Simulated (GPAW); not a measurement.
# GaN (F-43m) in GPAW: further runs, part 2 of 2

GPAW 26.7.0. Earlier steps stand in the parts before.

## (3) Equation of state, SOGGA

Input file run.py:

```python
from ase.eos import EquationOfState
from ase.io import Trajectory, read
from ase.units import GPa
from gpaw import GPAW, PW, setup_paths

setup_paths.insert(0, '.')

atoms = read('GaN.cif')

traj = Trajectory('eos.traj', 'w')
volumes, energies = [], []
for x in [0.94, 0.96, 0.98, 1.0, 1.02, 1.04, 1.06]:
    a = atoms.copy()
    a.set_cell(atoms.cell * x**(1 / 3), scale_atoms=True)
    calc = GPAW(mode=PW(800),
                xc='GGA_X_SOGGA+GGA_C_PBE_SOL',
                kpts={'size': (10, 10, 10), 'gamma': True},
                occupations={'name': 'fermi-dirac', 'width': 0.05},
                nbands=11,
                convergence={'density': 1e-05, 'energy': 1e-05},
                maxiter=150,
                txt=f'eos-{x:.2f}.txt')
    a.calc = calc
    energies.append(a.get_potential_energy(force_consistent=True))
    volumes.append(a.get_volume())
    p = -a.get_stress()[:3].mean() / GPa
    calc.write(f'eos-{x:.2f}.gpw')
    traj.write(a)
    print(f'{x:.2f} {volumes[-1]:10.4f} A^3 {energies[-1]:14.6f} eV {p:9.3f} GPa', flush=True)

v0, e0, B = EquationOfState(volumes, energies, eos='birchmurnaghan').fit()
print(f'V0 = {v0:.4f} A^3, E0 = {e0:.6f} eV, B0 = {B / GPa:.2f} GPa')
```

Input file GaN.cif:

```cif
data_GaN
_cell_length_a 3.18693112
_cell_length_b 3.18693112
_cell_length_c 3.18693112
_cell_angle_alpha 60.00000000
_cell_angle_beta 60.00000000
_cell_angle_gamma 60.00000000
_space_group_name_H-M_alt 'P1'
_space_group_name_Hall 'P 1'
_space_group_IT_number 1
loop_
_space_group_symop_operation_xyz
'x,y,z'
loop_
_atom_site_label
_atom_site_type_symbol
_atom_site_symmetry_multiplicity
_atom_site_Wyckoff_symbol
_atom_site_fract_x
_atom_site_fract_y
_atom_site_fract_z
_atom_site_occupancy
Ga1 Ga 1 a 0.0000000000 0.0000000000 0.0000000000 1
N1 N 1 a 0.2500000000 0.2500000000 0.2500000000 1
```

Potentials or basis: PAW data sets generated in the run's folder for this functional, pw.

Launch:

```
$ gpaw-setup -f GGA_X_SOGGA+GGA_C_PBE_SOL Ga N
$ OMP_NUM_THREADS=1 python run.py
```

What it wrote:

```text
__  _  _
 | _ |_)|_||  |
 |__||  | ||/\| - 26.7.0

Input parameters:
  mode=PW(ecut=800.0),
  convergence={'density': 1e-05, 'energy': 1e-05},
  kpts=MonkhorstPack(size=(10, 10, 10), gamma=True),
  maxiter=150,
  nbands=11,
  occupations=Occupations(name='fermi-dirac', width=0.05),
  xc=XC(name='GGA_X_SOGGA+GGA_C_PBE_SOL')

Diagonalizing LCAO Hamiltonian
Converting LCAO to pw mode

            N
       Ga

Atoms  # Å, Bohr magnetons
|   | symbol |        x |        y |        z |    initial magnetic moments |
|---|--------|----------|----------|----------|-----------------------------|
| 0 |     Ga | 0.000000 | 0.000000 | 0.000000 | ( 0.0000,  0.0000,  0.0000) |
| 1 |      N | 1.560937 | 0.901207 | 0.637250 | ( 0.0000,  0.0000,  0.0000) |

Unit cell  # Å
| periodic |        x |        y |        z |  lengths |    angles |
|----------|----------|----------|----------|----------|-----------|
|      yes | 3.121873 | 0.000000 | 0.000000 | 3.121873 | 60.000000 |
|      yes | 1.560937 | 2.703622 | 0.000000 | 3.121873 | 60.000000 |
|      yes | 1.560937 | 0.901207 | 2.548999 | 3.121873 | 60.000000 |

Number of symmetries: 24
Symmetry operations  # r_c * U_cc + t_c -> r_c
|    | kind |            matrix            |
|----|------|------------------------------|
|  0 |  E   |  1, 0, 0,  0, 1, 0,  0, 0, 1 |
|  1 |  σ   |  1, 0, 0,  0, 0, 1,  0, 1, 0 |
|  2 |  σ   |  1, 0,-1,  0, 1,-1,  0, 0,-1 |
|  3 |  C3  |  1, 0,-1,  0, 0,-1,  0, 1,-1 |
|  4 |  C3  |  1,-1, 0,  0,-1, 1,  0,-1, 0 |
|  5 |  σ   |  1,-1, 0,  0,-1, 0,  0,-1, 1 |
|  6 |  σ   |  0, 1, 0,  1, 0, 0,  0, 0, 1 |
|  7 |  C3  |  0, 1, 0,  0, 0, 1,  1, 0, 0 |
|  8 |  C2  |  0, 1,-1,  1, 0,-1,  0, 0,-1 |
|  9 |  S4  |  0, 1,-1,  0, 0,-1,  1, 0,-1 |
| 10 |  C3  |  0, 0, 1,  1, 0, 0,  0, 1, 0 |
| 11 |  σ   |  0, 0, 1,  0, 1, 0,  1, 0, 0 |
| 12 |  S4  |  0, 0,-1,  1, 0,-1,  0, 1,-1 |
| 13 |  C3  |  0, 0,-1,  0, 1,-1,  1, 0,-1 |
| 14 |  S4  |  0,-1, 1,  1,-1, 0,  0,-1, 0 |
| 15 |  C2  |  0,-1, 1,  0,-1, 0,  1,-1, 0 |
| 16 |  C3  |  0,-1, 0,  1,-1, 0,  0,-1, 1 |
| 17 |  S4  |  0,-1, 0,  0,-1, 1,  1,-1, 0 |
| 18 |  S4  | -1, 1, 0, -1, 0, 1, -1, 0, 0 |
| 19 |  C3  | -1, 1, 0, -1, 0, 0, -1, 0, 1 |
| 20 |  C3  | -1, 0, 1, -1, 1, 0, -1, 0, 0 |
| 21 |  S4  | -1, 0, 1, -1, 0, 0, -1, 1, 0 |
| 22 |  σ   | -1, 0, 0, -1, 1, 0, -1, 0, 1 |
| 23 |  C2  | -1, 0, 0, -1, 0, 1, -1, 1, 0 |

BZ-sampling:
  Number of BZ points: 1000
  Number of IBZ points: 47

  Monkhorst-Pack size: [10, 10, 10]
  Monkhorst-Pack shift: [0.05, 0.05, 0.05]

K-points  # in reciprocal-cell coordinates
|     |                                coordinates |     weight |
|-----|--------------------------------------------|------------|
|   0 | (  0.00000000,   0.00000000,   0.00000000) | 0.00100000 |
|   1 | (  0.10000000,   0.10000000,   0.00000000) | 0.00600000 |
|   2 | (  0.10000000,   0.10000000,   0.10000000) | 0.00800000 |
|   3 | (  0.20000000,   0.10000000,   0.10000000) | 0.01200000 |
|   4 | (  0.20000000,   0.20000000,   0.00000000) | 0.00600000 |
|   5 | (  0.20000000,   0.20000000,   0.10000000) | 0.02400000 |
|   6 | (  0.20000000,   0.20000000,   0.20000000) | 0.00800000 |
|   7 | (  0.30000000,   0.20000000,   0.10000000) | 0.02400000 |
|   8 | (  0.30000000,   0.20000000,   0.20000000) | 0.02400000 |
|   9 | (  0.30000000,   0.30000000,   0.00000000) | 0.00600000 |
| ... |                                            |            |
|  46 | (  0.50000000,   0.50000000,   0.50000000) | 0.00400000 |

Plane wave coefficients: 1117
Cutoff: 800.0 eV

Spin-components: 1 (collinear spins)
Bands:           11
Projectors:      10
Spin-degeneracy: 2
Datatype:        complex128

Parallelization:
  kpt:    1
  domain: 1
  band:   1

Density:
  Valence electrons: 8.0
  Components: 1
  Grid points: [21 21 21]
  Charge: 0.0  # |e|

Potential:
  Grid points: [21 21 21]

species:
  Ga:
    name:    Gallium
    Z:       31.0
    valence: 3
    core:    28
    charge:  0.0  # [|e|]
    compensation charges:
      type: gauss
      rc: 0.37  # [Å]
      lmax: 2
    cutoffs:
      filter: 2.06  # [Å]
      core: 4.17  # [Å]
    projectors
    | kind |    occ | energy [eV] | rcut [Å] |
    |------|--------|-------------|----------|
    |   4s |  2.000 |      -8.972 |    1.164 |
    |   4p |  1.000 |      -2.585 |    1.164 |
    |    s |        |      18.240 |    1.164 |
    |    p |        |      24.626 |    1.164 |
    |    d |        |       0.000 |    1.164 |

    Using partial waves for Ga as LCAO basis

  N:
    name:    Nitrogen
    Z:       7.0
    valence: 5
    core:    2
    charge:  0.0  # [|e|]
    compensation charges:
      type: gauss
      rc: 0.18  # [Å]
      lmax: 2
    cutoffs:
      filter: 1.11  # [Å]
      core: 0.96  # [Å]
    projectors
    | kind |    occ | energy [eV] | rcut [Å] |
    |------|--------|-------------|----------|
    |   2s |  2.000 |     -18.459 |    0.603 |
    |   2p |  3.000 |      -7.049 |    0.529 |
    |    s |        |       8.752 |    0.603 |
    |    p |        |      20.162 |    0.529 |
    |    d |        |       0.000 |    0.577 |

    Using partial waves for N as LCAO basis

Reference energy: -54319.873687  # eV

eigensolver:
  PPCG
  Converge bands: occupied
  niter=2

density mixing:
  MSR1-Mixer
  Pratt-step length: 0.05
  Maximum mixing coefficient: 0.75
  Old densities: 10
  SVD Regularization: 0.005
  Good broyden scale: 1.0
  Trust region scale: 1.0
  Backstep threshold: 4.0
  History deletion threshold: 6.0
  Fourier metric: weight=20.0, sigma=0.015

occupation numbers:
  Fermi-Dirac:
    width: 0.0500  # eV

poisson solver:
  ecut: 6400.0  # eV

xc functional:
  name: GGA_X_SOGGA+GGA_C_PBE_SOL with 2 nearest neighbor stencil

convergence criteria:
- Maximum integral of absolute [dens]ity change: 1e-05 electrons / valence electron
- Maximum [total energy] change in last 3 cyles: 1e-05 eV / valence electron
- Maximum integral of absolute [eigenst]ate change: 4e-08 eV^2 / valence electron
maximum number of iterations: 150

SCF iterations
|iter     | |      energy | eigst |  dens |
|---------|-|-------------|-------|-------|
|iter:   1| |  -14.797286 | -0.14 |       |
|iter:   2| |  -14.323867 | -2.03 | -0.58 |
|iter:   3| |  -12.998224 | -0.68 | -0.63 |
|iter:   4| |  -12.993051 | -3.05 | -1.33 |
|iter:   5| |  -12.992253 | -3.40 | -1.61 |
|iter:   6| |  -12.992261 | -5.72 | -2.86 |
|iter:   7| |  -12.992268c| -6.48 | -3.22 |
|iter:   8| |  -12.992268c| -7.98c| -4.31 |
|iter:   9| |  -12.992268c| -8.62c| -5.01c|

Converged in 9 steps
Energy contributions relative to reference atoms: (reference = -54319.873687)

Energy contributions:
  Kinetic:          44.929581
  Coulomb:         -39.214073
  Zero:              0.154750
  External:          0.000000
  Xc:              -18.862526
  Entropy:          -0.000000
  Spinorbit:         0.000000
  ----------------------------
  Free energy:     -12.992268
  Extrapolated:    -12.992268

dipole moment: (-17.553012, -10.134236, -7.165987)  # |e|*Ang

Fermi level: 7.965
Eigenvalues  # (at kpt = [0.000, 0.000, 0.000])
| band index |      eig [eV] | occ [0-2] |
|------------|---------------|-----------|
|          0 |        -9.383 |     2.000 |
|          1 |         7.008 |     2.000 |
|          2 |         7.008 |     2.000 |
|          3 |         7.008 |     2.000 |
|          4 |         9.213 |     0.000 |
|          5 |        17.719 |     0.000 |
|          6 |        17.719 |     0.000 |
|          7 |        17.719 |     0.000 |
|          8 |        25.318 |     0.000 |
|          9 |        25.758 |     0.000 |
|         10 |        25.808 |     0.000 |

Gap: 2.205 eV
Transition (v -> c):
  (s=0, k=0, n=3, [0.00, 0.00, 0.00]) -> (s=0, k=0, n=4, [0.00, 0.00, 0.00])
No difference between direct/indirect transitions

Stress tensor  # eV/Ang^3
|         x |         y |         z |
|-----------|-----------|-----------|
| -0.142491 |  0.000000 |  0.000000 |
|  0.000000 | -0.142491 |  0.000000 |
|  0.000000 |  0.000000 | -0.142491 |

# Writing to eos-0.94.gpw (mode='')
```

It took 1.7 min on 1 thread of Arm Neoverse V1, shared host; peak memory 0.23 GiB.

Results:

| Quantity | Value |
| --- | --- |
| Equilibrium volume | 11.82 Å³/atom |
| Bulk modulus | 200 GPa |
| Pressure derivative of the bulk modulus | 4.7 |

Energy against volume, from the lowest point:
| volume (Å³/atom) | energy (meV/atom) |
| --- | --- |
| 10.757 | 71.22 |
| 10.986 | 42.01 |
| 11.215 | 21.18 |
| 11.444 | 7.72 |
| 11.673 | 0.84 |
| 11.902 | 0.00 |
| 12.131 | 4.43 |

Caveat: the data sets keep Ga 3d, Li 1s and Be 1s frozen, and some such compounds lay over 1.5 % in volume off other programs.

## (4) Band structure, TPSS, spin-orbit coupling, no magnetisation

Input file run.py:

```python
import numpy as np
from ase.dft.bandgap import bandgap
from ase.io import read, write
from ase.units import GPa
from gpaw import GPAW, PW
from gpaw.spinorbit import soc_eigenstates

atoms = read('GaN.cif')

calc = GPAW(mode=PW(800),
            xc='MGGA_X_TPSS+MGGA_C_TPSS',
            kpts={'size': (10, 10, 10), 'gamma': True},
            occupations={'name': 'fermi-dirac', 'width': 0.05},
            nbands=11,
            convergence={'density': 1e-05, 'energy': 1e-05},
            eigensolver='davidson',
            maxiter=150,
            txt='gpaw.txt')
atoms.calc = calc
energy = atoms.get_potential_energy()
forces = atoms.get_forces()
stress = atoms.get_stress()
calc.write('gs.gpw')
write('result.traj', atoms)
print(f'Energy: {energy:.6f} eV')
print('Forces (eV/A):')
print(forces.round(4))
print('Stress (GPa):', (stress / GPa).round(3))
print('Fermi level:', round(calc.get_fermi_level(), 4), 'eV')
print(f'Gap: {bandgap(calc)[0]:.4f} eV, direct: {bandgap(calc, direct=True)[0]:.4f} eV')

path = atoms.cell.bandpath('GXWKGLUWLK,UX', npoints=60, eps=1e-4)
bs_calc = calc.fixed_density(kpts=path, symmetry='off', nbands=19,
                             convergence={'bands': 'CBM+6.0', 'eigenstates': 1e-6}, txt='bands.txt')
bs = bs_calc.band_structure()
bs.write('bs.json')
print(f'Gap on the path: {bandgap(bs_calc)[0]:.4f} eV')

soc = soc_eigenstates(bs_calc, theta=54.7, phi=45, ignore_xc_potential=True)
np.savetxt('soc_bands.dat', soc.eigenvalues(), fmt='%.4f')
mesh = soc_eigenstates('gs.gpw', theta=54.7, phi=45, ignore_xc_potential=True)
np.savetxt('soc_mesh.dat', mesh.eigenvalues(), fmt='%.4f')
print('Fermi level with spin-orbit coupling:', round(mesh.fermi_level, 4), 'eV')
```

GaN.cif is that of step 3.

Potentials or basis: GPAW PAW data sets (gpaw-data 1.2.1), pw.

Launch:

```
$ OMP_NUM_THREADS=1 python run.py
```

Run time: 1.9 min. Hardware: 1 thread of Arm Neoverse V1, shared host; peak memory 0.29 GiB.

It converged, with:

```yaml
Free_energy: -21.3388 eV
Pressure: 11.7 GPa
Band_gap_on_the_k_mesh: 1.69 eV, direct
Band_gap_along_the_path: 1.69 eV, direct
```

Levels at the corners of the path, in eV from the valence-band top:
```
point  band 6  band 7  band 8  band 9  band 10  band 11
    Γ    0.00    0.00    0.00    1.69     1.69    10.42
    X   -2.71   -2.66   -2.66    3.28     3.28     6.86
    W   -3.83   -3.66   -3.61    6.25     6.26     8.70
    K   -4.32   -2.17   -2.17    5.01     5.01     8.10
    Γ    0.00    0.00    0.00    1.69     1.69    10.42
    L   -0.98   -0.94   -0.94    4.77     4.77     8.81
    U   -4.32   -2.17   -2.17    5.01     5.01     8.10
    W   -3.83   -3.66   -3.61    6.25     6.26     8.70
    L   -0.98   -0.94   -0.94    4.77     4.77     8.81
    K   -4.32   -2.17   -2.17    5.01     5.01     8.10
    U   -4.32   -2.17   -2.17    5.01     5.01     8.10
    X   -2.71   -2.66   -2.66    3.28     3.28     6.86
```

Caveat: the data sets keep Ga 3d, Li 1s and Be 1s frozen, and some such compounds lay over 1.5 % in volume off other programs; spin-orbit coupling was added after a scalar SCF, so levels and gaps hold it while energy, forces, pressure and moments don't; this program's spin-orbit splittings come out too wide for heavy elements; the PAW data sets were made with another functional, which shifts forces and pressure a little.

## (5) Against experiment

Step 4. Against the measured gap of GaN, 3.299 eV (direct; 0 K; a printed reference work, textbook), the calculated 1.69 eV is off by -1.61 eV. The value is that of TPSS, without temperature or zero-point motion. The cell is a database's relaxed one, not the measured one, which moves gaps too.
